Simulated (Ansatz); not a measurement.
**Ga2AsP: a single-point run**

The task is a single-point run on Ga2AsP. The structure is shown as the input types it. The cell is built on a prototype (ordering on rocksalt) and needn't be the phase found in nature.

Program: Ansatz 0.2.0. Level of theory: density functional or hybrid calculation with the settings of its input, plane waves (as first typed). These are calculated values, not measurements.

5 further runs of the same task are left out: 1 for a known fault of the program, 4 that didn't finish.

## 1. Starting point

Symmetry: P4/mmm, No. 123, tetragonal system. The conventional cell has a = 3.671 Å, b = 3.671 Å, c = 5.312 Å, α = 90.00°, β = 90.00°, γ = 90.00°. P (site symmetry 4/mmm) has 6 Ga at 2.60 to 2.66 Å as nearest neighbours. Around Ga (site symmetry 4/mmm) lie 4 As at 2.60 Å and 2 P at 2.66 Å. As (site symmetry 4/mmm) is surrounded by 6 Ga at 2.60 to 2.66 Å. Ga (site symmetry 4/mmm) is surrounded by 4 P at 2.60 Å and 2 As at 2.66 Å.

The input asks for a charge of -2 e on the cell.

As a file:

```xyz
4
Lattice="3.6706 0.0000 0.0000 0.0000 3.6706 0.0000 0.0000 0.0000 5.3120" Properties=species:S:1:pos:R:3 pbc="T T T"
P     0.0000    0.0000    0.0000
Ga    0.0000    0.0000    2.6560
As    1.8353    1.8353    2.6560
Ga    1.8353    1.8353    0.0000
```

## 2. Input and run

The input, input.yaml:

```yaml
crystal:
  lattice:
    - [3.6705514945, 0.0, 0.0]
    - [0.0, 3.6705514945, 0.0]
    - [0.0, 0.0, 5.3120193956]
  atoms:
    - { symbol: P, position: [0.0, 0.0, 0.0] }
    - { symbol: Ga, position: [0.0, 0.0, 0.5] }
    - { symbol: As, position: [0.5, 0.5, 0.5] }
    - { symbol: Ga, position: [0.5, 0.5, 0.0] }
kpoints:
  mp_grid: { grid: [6, 6, 4] }
hamiltonian:
  xc: pbe
scf:
  occupations: { method: fermi_dirac, width: 0.02 }
  n_extra_bands: 5
  max_iter: 71
output:
  forces: true
  stress: true
  eigenvalues: true
total_charge: -2
```

Run with:

```sh
$ ansatz run input.yaml --threads 4 --pin off --max-ram 3686MiB --backend cpu --events-out ev --progress --plain --runs-dir out
```

**Question.** How will this run end, and is anything wrong with its input?

This run ends as converged. Convergence says nothing about whether the input makes sense.

Look at the input: total_charge is -2. The typed charge changes the electron count, so this is no longer the system that was meant.

Run again and compare: delete total_charge (the default then holds).
